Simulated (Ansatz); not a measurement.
# Li32HS16: the cost of one run

Program: Ansatz 0.2.0. Level of theory: DFT PBEsol, scalar-relativistic, plane waves, PAW. These are calculated values, not measurements.

3 further runs of the same task are left out: 3 set aside as unsound or not needed.

## (1) The starting structure

The structure is cubic, space group Fm-3m (No. 225). Conventional cell: a = 5.655 Å, b = 5.655 Å, c = 5.655 Å, α = 90.00°, β = 90.00°, γ = 90.00°. Around Li (site symmetry -43m) lie 4 S at 2.45 Å. S (site symmetry m-3m) is surrounded by 8 Li at 2.45 Å.

As a file:

```cif
data_structure
_symmetry_space_group_name_H-M 'Fm-3m'
_symmetry_Int_Tables_number 225
_cell_length_a 5.6549
_cell_length_b 5.6549
_cell_length_c 5.6549
_cell_angle_alpha 90.000
_cell_angle_beta 90.000
_cell_angle_gamma 90.000
_cell_volume 180.83
loop_
_atom_site_label
_atom_site_type_symbol
_atom_site_symmetry_multiplicity
_atom_site_Wyckoff_symbol
_atom_site_fract_x
_atom_site_fract_y
_atom_site_fract_z
_atom_site_occupancy
Li1 Li 8 c 0.25000 0.25000 0.75000 1
S1 S 4 a 0.00000 0.00000 0.00000 1
```

It goes back to an entry of the Materials Project, which need not be the stable form.

This cell was relaxed beforehand with the same method: volume 15.07 Å³/atom, gap on the mesh 3.20 eV.

The host's static dielectric tensor, from an earlier linear-response run, has a mean of 7.46.

The perfect supercell (rows 1 1 -3; -3 1 1; 1 1 1 in vectors of this cell) comes from an earlier run at this level (48 atoms, E(σ→0) -20719.3851 eV, gap 3.94 eV on its own mesh).

## (2) The defect cell

The extra atom is put at (0.000, 0.000, 0.500) of the supercell, the middle of a void of radius 2.45 Å. The other atoms start on their ideal sites. Its neighbours are 8 Li at 2.45 Å.

## (3) Charge state 0

Contents of input.yaml:

```yaml
crystal:
  lattice:
    - [-5.6548817418, -5.6548817418, 5.6548817418]
    - [5.6548817418, -5.6548817418, -5.6548817418]
    - [5.6548817418, 5.6548817418, 5.6548817418]
  atoms:
    - { symbol: Li, position: [0.25, 0.75, 0.75] }
    - { symbol: Li, position: [0.0, 0.75, 0.0] }
    - { symbol: Li, position: [0.5, 0.5, 0.75] }
    - { symbol: Li, position: [0.25, 0.5, 0.0] }
    - { symbol: Li, position: [0.0, 0.5, 0.25] }
    - { symbol: Li, position: [0.75, 0.75, 0.25], spin: 0.077 }
    - { symbol: Li, position: [0.5, 0.75, 0.5] }
    - { symbol: Li, position: [0.0, 0.0, 0.75], spin: 0.077 }
    - { symbol: Li, position: [0.75, 0.25, 0.75] }
    - { symbol: Li, position: [0.5, 0.25, 0.0] }
    - { symbol: Li, position: [0.25, 0.25, 0.25] }
    - { symbol: Li, position: [0.0, 0.25, 0.5], spin: 0.077 }
    - { symbol: Li, position: [0.75, 0.5, 0.5] }
    - { symbol: Li, position: [0.75, 0.0, 0.0] }
    - { symbol: Li, position: [0.5, 0.0, 0.25] }
    - { symbol: Li, position: [0.25, 0.0, 0.5], spin: 0.077 }
    - { symbol: Li, position: [0.25, 0.75, 0.25] }
    - { symbol: Li, position: [0.0, 0.75, 0.5], spin: 0.077 }
    - { symbol: Li, position: [0.5, 0.5, 0.25] }
    - { symbol: Li, position: [0.25, 0.5, 0.5] }
    - { symbol: Li, position: [0.0, 0.5, 0.75] }
    - { symbol: Li, position: [0.75, 0.75, 0.75] }
    - { symbol: Li, position: [0.5, 0.75, 0.0] }
    - { symbol: Li, position: [0.0, 0.0, 0.25], spin: 0.077 }
    - { symbol: Li, position: [0.75, 0.25, 0.25] }
    - { symbol: Li, position: [0.5, 0.25, 0.5] }
    - { symbol: Li, position: [0.25, 0.25, 0.75], spin: 0.077 }
    - { symbol: Li, position: [0.0, 0.25, 0.0] }
    - { symbol: Li, position: [0.75, 0.5, 0.0] }
    - { symbol: Li, position: [0.75, 0.0, 0.5], spin: 0.077 }
    - { symbol: Li, position: [0.5, 0.0, 0.75] }
    - { symbol: Li, position: [0.25, 0.0, 0.0] }
    - { symbol: S, position: [0.25, 0.5, 0.25] }
    - { symbol: S, position: [0.0, 0.5, 0.5] }
    - { symbol: S, position: [0.5, 0.25, 0.25] }
    - { symbol: S, position: [0.25, 0.25, 0.5], spin: 0.077 }
    - { symbol: S, position: [0.0, 0.25, 0.75] }
    - { symbol: S, position: [0.75, 0.5, 0.75] }
    - { symbol: S, position: [0.5, 0.5, 0.0] }
    - { symbol: S, position: [1.0, 0.75, 0.25], spin: 0.077 }
    - { symbol: S, position: [0.75, 0.0, 0.25], spin: 0.077 }
    - { symbol: S, position: [0.5, 0.0, 0.5] }
    - { symbol: S, position: [0.25, 0.0, 0.75] }
    - { symbol: S, position: [0.0, 0.0, 0.0] }
    - { symbol: S, position: [0.75, 0.25, 0.0] }
    - { symbol: S, position: [0.75, 0.75, 0.5], spin: 0.077 }
    - { symbol: S, position: [0.5, 0.75, 0.75] }
    - { symbol: S, position: [0.25, 0.75, 0.0] }
    - { symbol: H, position: [0.0, 0.0, 0.5], spin: 0.077 }
  host:
    lattice:
      - [0.0, 2.8274408709, 2.8274408709]
      - [2.8274408709, 0.0, 2.8274408709]
      - [2.8274408709, 2.8274408709, 0.0]
    atoms:
      - { symbol: Li, position: [0.75, 0.75, 0.75] }
      - { symbol: Li, position: [0.25, 0.25, 0.25] }
      - { symbol: S, position: [0.0, 0.0, 0.0] }
basis:
  ecutwfc: 420
  xc_grid: 2
kpoints:
  mp_grid: { grid: [2, 2, 2], shift: [0.5, 0.5, 0.5] }
hamiltonian:
  xc: pbesol
scf:
  occupations: { method: gaussian, width: 0.01 }
output:
  forces: true
  stress: false
  eigenvalues: true
  populations: true
  charged_corrections:
    defect_position: [0.0, 0.0, 0.5]
    epsilon: [[7.4561, 0.0, 0.0], [0.0, 7.4561, 0.0], [0.0, 0.0, 7.4561]]
  write_density: true
  write_potential: true
  elf: true
  volumetric_format: npy
magnetization:
  spin_polarized: true
relax:
  adjacent_minimum: "off"
  f_tol: 0.025
  max_steps: 45
```

On the command line:

```bash
> ansatz run input.yaml --threads 4 --pin off --max-ram 6144MiB --backend cpu --events-out ev --progress --plain --runs-dir out
```

What time and memory should one allow on 4 threads of Arm Neoverse V2, shared host?

About 75 s, with a peak of 2.3 GiB.
